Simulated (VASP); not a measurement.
# RbBr in VASP: one cell, several levels of theory, part 1 of 2

What does VASP give for rocksalt RbBr, under +4.8 % shear in the xy plane, the cell held fixed? Runs: PBE, r2SCAN. The results are then set beside those of Ansatz 0.2.0 for the same cell.

Program: VASP 6.6.1. PAW datasets, plane waves. Computed at 0 K without zero-point motion; spin polarisation is off.

## Step 1: Starting point

The cell comes from an earlier relaxation with r2SCAN in another program, then strained, with the atoms relaxed again.

It is orthorhombic, Immm (No. 71); a = 4.777 Å, b = 5.012 Å, c = 6.922 Å in the conventional setting, 41.43 Å³ an atom. Around Rb lie 6 Br at 3.46 Å; around Br lie 6 Rb at 3.46 Å.

As a file:

```cif
data_structure
_symmetry_space_group_name_H-M 'P 1'
_symmetry_Int_Tables_number 1
_cell_length_a 4.8951
_cell_length_b 4.8951
_cell_length_c 5.0121
_cell_angle_alpha 59.206
_cell_angle_beta 59.206
_cell_angle_gamma 58.406
_cell_volume 82.85
loop_
_atom_site_label
_atom_site_type_symbol
_atom_site_fract_x
_atom_site_fract_y
_atom_site_fract_z
_atom_site_occupancy
Rb1 Rb 0.00000 0.00000 0.00000 1
Br1 Br 0.50000 0.50000 0.50000 1
```

## Step 2: PBE

The input, INCAR:

```
ENCUT = 520.000000
SIGMA = 0.020000
EDIFF = 1.00e-07
GGA = PE
PREC = Accurate
IBRION = -1
ISIF = 2
ISMEAR = -1
NBANDS = 15
NELM = 120
NSW = 0
LASPH = .TRUE.
LCHARG = .TRUE.
LELF = .TRUE.
LWAVE = .FALSE.
LREAL = .FALSE.
```

The input, KPOINTS:

```
KPOINTS created by Atomic Simulation Environment
0
Gamma
6 6 6
0 0 0
```

The input, KPOINTS_OPT:

```
special points
6
Reciprocal
0.0000000000 0.0000000000 0.0000000000 1
0.5000000000 0.0000000000 0.5000000000 1
0.6250000000 0.2500000000 0.6250000000 1
0.3750000000 0.3750000000 0.7500000000 1
0.5000000000 0.5000000000 0.5000000000 1
0.5000000000 0.2500000000 0.7500000000 1
```

The input, POSCAR:

```
Rb Br
 1.0000000000000000
     0.0832328675000000    3.4608260906999999    3.4608260906999999
     3.4608260906999999    0.0832328675000000    3.4608260906999999
     3.5440589581999999    3.5440589581999999    0.0000000000000000
 Rb  Br
   1   1
Cartesian
  0.0000000000000000  0.0000000000000000  0.0000000000000000
  3.5440589581999999  3.5440589581999999  3.4608260907000008
```

Potentials: the recommended PBE PAW datasets, 16 valence electrons in the neutral cell.

Started as:

```console
$ mpirun -np 1 vasp_std
```

Standard output, without the iteration lines:

```text
POSCAR found type information on POSCAR RbBr
 POSCAR found :  2 types and       2 ions
 LDA part: xc-table for (Slater+PW92), standard interpolation
 POSCAR, INCAR and KPOINTS ok, starting setup
 FFT: planning ... GRIDC
 FFT: planning ... GRID_SOFT
 FFT: planning ... GRID
 WAVECAR not read
 entering main loop
 Start KPOINTS_OPT (optional k-point list driver)
k-point batch [1-6\6]
```

OSZICAR:

```text
N       E                     dE             d eps       ncg     rms          rms(c)
DAV:   1     0.838148114103E+02    0.83815E+02   -0.65317E+03  1380   0.904E+02
DAV:   2    -0.178417038663E+00   -0.83993E+02   -0.76980E+02  1937   0.164E+02
DAV:   3    -0.614078722200E+01   -0.59624E+01   -0.59301E+01  1758   0.451E+01
DAV:   4    -0.633243062874E+01   -0.19164E+00   -0.19160E+00  2112   0.725E+00
DAV:   5    -0.633359722271E+01   -0.11666E-02   -0.11666E-02  1814   0.604E-01    0.277E+00
DAV:   6    -0.611157190115E+01    0.22203E+00   -0.27114E-01  1744   0.236E+00    0.182E+00
DAV:   7    -0.609386761262E+01    0.17704E-01   -0.12638E-01  1828   0.171E+00    0.935E-01
DAV:   8    -0.610592132008E+01   -0.12054E-01   -0.14601E-02  1490   0.700E-01    0.110E-01
DAV:   9    -0.610632361540E+01   -0.40230E-03   -0.66427E-04  1901   0.132E-01    0.701E-02
DAV:  10    -0.610677334978E+01   -0.44973E-03   -0.59414E-04  1450   0.133E-01    0.273E-02
DAV:  11    -0.610677384883E+01   -0.49906E-06   -0.33338E-05  1836   0.297E-02    0.737E-03
DAV:  12    -0.610678007811E+01   -0.62293E-05   -0.93312E-06  1450   0.184E-02    0.158E-03
DAV:  13    -0.610678038159E+01   -0.30349E-06   -0.49045E-07  1898   0.365E-03    0.249E-03
DAV:  14    -0.610678042095E+01   -0.39354E-07   -0.20757E-07  1457   0.244E-03
   1 F= -.61067804E+01 E0= -.61067804E+01  d E =-.257497E-10
       N       E                     dE             ncg
DAV:   1     0.109522382127E+04   -0.28355E+04      180
DAV:   2     0.596770646905E+03   -0.49845E+03      258
DAV:   3     0.561653028888E+03   -0.35118E+02      215
DAV:   4     0.560491484931E+03   -0.11615E+01      255
DAV:   5     0.560474734822E+03   -0.16750E-01      244
DAV:   6     0.560474508027E+03   -0.22680E-03      262
DAV:   7     0.560474506952E+03   -0.10743E-05      251
DAV:   8     0.560474506944E+03   -0.84835E-08      160
```

The lines after F= are the extra pass for the points of KPOINTS_OPT, at fixed density; their E is not a total energy.

From OUTCAR:

```text
k-points           NKPTS =     46   k-points in BZ     NKDIM =     46   number of bands    NBANDS=     15

   NELECT =      16.0000    total number of electrons

   dimension x,y,z NGX =    36 NGY =   36 NGZ =   40
   dimension x,y,z NGXF=    72 NGYF=   72 NGZF=   80

  energy-cutoff  :      520.00
  volume of cell :       82.85
      direct lattice vectors                 reciprocal lattice vectors
     0.083232868  3.460826091  3.460826091    -0.148034404  0.148034404  0.144474177
     3.460826091  0.083232868  3.460826091     0.148034404 -0.148034404  0.144474177
     3.544058958  3.544058958  0.000000000     0.141081174  0.141081174 -0.144474177

 k-points in reciprocal lattice and weights: KPOINTS created by Atomic Simulation Env
   0.00000000  0.00000000  0.00000000       0.005
   0.16666667 -0.00000000  0.00000000       0.019
   0.33333333 -0.00000000  0.00000000       0.019
   0.50000000  0.00000000  0.00000000       0.009
   0.16666667  0.16666667  0.00000000       0.009
   0.33333333  0.16666667  0.00000000       0.019
   0.50000000  0.16666667  0.00000000       0.019
  -0.33333333  0.16666667  0.00000000       0.019
[... 38 more k-points ...]

 E-fermi :  -1.4305

 k-point     1 :       0.0000    0.0000    0.0000
  band No.  band energies     occupation
      1     -26.3394      2.00000
      2     -14.0092      2.00000
      3     -10.4134      2.00000
      4     -10.4132      2.00000
      5     -10.4127      2.00000
      6      -1.8909      2.00000
      7      -1.8582      2.00000
      8      -1.8154      2.00000
      9       2.4271      0.00000
     10       5.2339      0.00000
     11       5.4138      0.00000
     12       5.5991      0.00000
     13       6.2830      0.00000
     14       6.2949      0.00000
     15       9.0702      0.00000

 k-point     2 :       0.1667   -0.0000    0.0000
  band No.  band energies     occupation
      1     -26.3372      2.00000
      2     -14.0165      2.00000
      3     -10.4176      2.00000
      4     -10.4140      2.00000
      5     -10.4062      2.00000
      6      -2.1263      2.00000
      7      -1.9851      2.00000
      8      -1.9355      2.00000
      9       3.0622      0.00000
     10       5.3442      0.00000
     11       5.5631      0.00000
     12       5.8107      0.00000
     13       6.6729      0.00000
     14       6.6818      0.00000
     15      10.1254      0.00000

 k-point     3 :       0.3333   -0.0000    0.0000
  band No.  band energies     occupation
      1     -26.3327      2.00000
      2     -14.0308      2.00000
      3     -10.4260      2.00000
      4     -10.4164      2.00000
      5     -10.3923      2.00000
      6      -2.5944      2.00000
      7      -2.1617      2.00000
      8      -2.1083      2.00000
      9       4.3103      0.00000
     10       5.4367      0.00000
     11       6.4786      0.00000
     12       6.7388      0.00000
     13       7.6036      0.00000
     14       7.6764      0.00000
     15       9.5964      0.00000

 k-point     4 :       0.5000    0.0000    0.0000
  band No.  band energies     occupation
      1     -26.3305      2.00000
      2     -14.0379      2.00000
      3     -10.4302      2.00000
      4     -10.4176      2.00000
      5     -10.3855      2.00000
      6      -2.7914      2.00000
      7      -2.2449      2.00000
      8      -2.1890      2.00000
      9       4.8910      0.00000
     10       5.8143      0.00000
     11       7.4623      0.00000
     12       7.7356      0.00000
     13       8.0408      0.00000
     14       8.2810      0.00000
     15       8.8829      0.00000

 k-point     5 :       0.1667    0.1667    0.0000
  band No.  band energies     occupation
      1     -26.3367      2.00000
      2     -14.0154      2.00000
      3     -10.4298      2.00000
      4     -10.4278      2.00000
      5     -10.3932      2.00000
      6      -2.2531      2.00000
      7      -1.9478      2.00000
      8      -1.8652      2.00000
      9       3.1486      0.00000
     10       4.8265      0.00000
     11       5.9048      0.00000
     12       6.2566      0.00000
     13       6.5013      0.00000
     14       7.0425      0.00000
     15      10.2711      0.00000

 k-point     6 :       0.3333    0.1667    0.0000
  band No.  band energies     occupation
      1     -26.3332      2.00000
      2     -14.0165      2.00000
      3     -10.4398      2.00000
      4     -10.4397      2.00000
      5     -10.4063      2.00000
      6      -2.4815      2.00000
      7      -2.0591      2.00000
      8      -2.0378      2.00000
      9       4.0742      0.00000
     10       4.7747      0.00000
     11       6.7902      0.00000
     12       6.9022      0.00000
     13       7.0441      0.00000
     14       7.6787      0.00000
     15       9.5814      0.00000

 k-point     7 :       0.5000    0.1667    0.0000
  band No.  band energies     occupation
      1     -26.3302      2.00000
      2     -14.0186      2.00000
      3     -10.4562      2.00000
      4     -10.4338      2.00000
      5     -10.4183      2.00000
      6      -2.6304      2.00000
      7      -2.1992      2.00000
      8      -2.1957      2.00000
      9       4.8709      0.00000
     10       5.5700      0.00000
     11       7.2935      0.00000
     12       7.4406      0.00000
     13       7.6657      0.00000
     14       8.0465      0.00000
     15       8.9610      0.00000

 k-point     8 :      -0.3333    0.1667    0.0000
  band No.  band energies     occupation
      1     -26.3306      2.00000
      2     -14.0198      2.00000
      3     -10.4656      2.00000
      4     -10.4179      2.00000
      5     -10.4106      2.00000
      6      -2.6450      2.00000
      7      -2.2336      2.00000
      8      -2.1183      2.00000
      9       4.8484      0.00000
     10       5.3998      0.00000
     11       6.7678      0.00000
     12       7.0842      0.00000
     13       7.6515      0.00000
     14       8.5375      0.00000
     15       9.1040      0.00000

[... the tables of k-points 9 to 46 left out ...]

  Total        0.2935593      0.2935593      0.2885695     -0.0977583      0.0000000      0.0000000
  in kB        5.6766016      5.6766016      5.5801119     -1.8903680      0.0000000      0.0000000
  external PRESSURE =       5.6444384 kB  Pullay stress =       0.0000000 kB

 POSITION                                       TOTAL-FORCE (eV/Angst)
 -----------------------------------------------------------------------------------
      0.00000      0.00000      0.00000         0.000000      0.000000      0.000000
      3.54406      3.54406      3.46083         0.000000     -0.000000      0.000000
 -----------------------------------------------------------------------------------
    total drift:                                0.000000      0.000000      0.000000

  FREE ENERGIE OF THE ION-ELECTRON SYSTEM (eV)
  ---------------------------------------------------
  free  energy   TOTEN  =        -6.1067804209 eV

  energy  without entropy=       -6.1067804209  energy(sigma->0) =       -6.10678042
```

Hardware: 1 MPI rank of Intel Xeon Platinum 8488C, shared host.

The levels at the points of KPOINTS_OPT are read from vasprun.xml.

Near the gap, in eV above the top of the last filled band v; c is the band after it:

```tsv
point	v−1	v	c	c+1
Γ	-0.04	0.00	4.24	7.05
X	-0.20	-0.20	5.60	6.97
U	-0.45	-0.29	6.30	7.93
K	-0.45	-0.23	6.24	7.89
L	-0.37	-0.30	6.69	7.48
W	-0.38	-0.38	7.01	7.01
```

The PBE gap is 4.24 eV, direct at Γ. The pressure is 0.56 GPa; the forces vanish within 0.01 eV/Å.

Axes a, b and c in the maps are those of this run's conventional cell (a, b, c = 4.777, 5.012, 6.922 Å).

Density in a lattice plane of the grid's cell (edges 4.78 and 6.92 Å, at 0.000 of the third edge), which holds Rb and Br.

Ten even steps from '0' (-0.70 e/Å³) to '9' (2.20 e/Å³):
```
9974322222223479
7753222222222357
4332222222222233
2222222222222222
2222222222222222
3222222222222222
4433222222222334
6653322222223356
4564322222223465
0365322222223563
4564322222223465
6653322222223356
4433222222222334
3222222222222222
2222222222222222
2222222222222222
4332222222222233
7753222222222357
9974322222223479
9985322222223589
```
Columns run along the first of these edges and rows up along the second, over one cell in 16 and 20 even steps from the bottom left corner. Atoms in the plane (fractional): Rb at (0.00, 0.00), Br at (0.00, 0.50).

ELF in the same plane.

Ten even steps from '0' (0.00) to '9' (0.88):
```
7899610000016998
9998400000004899
8874100000001478
2110000000000011
0000000000000000
7765310000013567
9998741000147899
9999862000268999
7899973000379998
3699973000379996
7899973000379998
9999862000268999
9998741000147899
7765310000013567
0000000000000000
2110000000000011
8874100000001478
9998400000004899
7899610000016998
3699720000027996
```
Columns run along the first of these edges and rows up along the second, over one cell in 16 and 20 even steps from the bottom left corner. Atoms in the plane (fractional): Rb at (0.00, 0.00), Br at (0.00, 0.50).

Both are smooth fields of the valence electrons: close to the nuclei they are not physical.

Maxima of ELF outside the ion cores: 0.88 in the shell around Br, 0.8 Å from Br.

(Continued in part 2 of 2.)
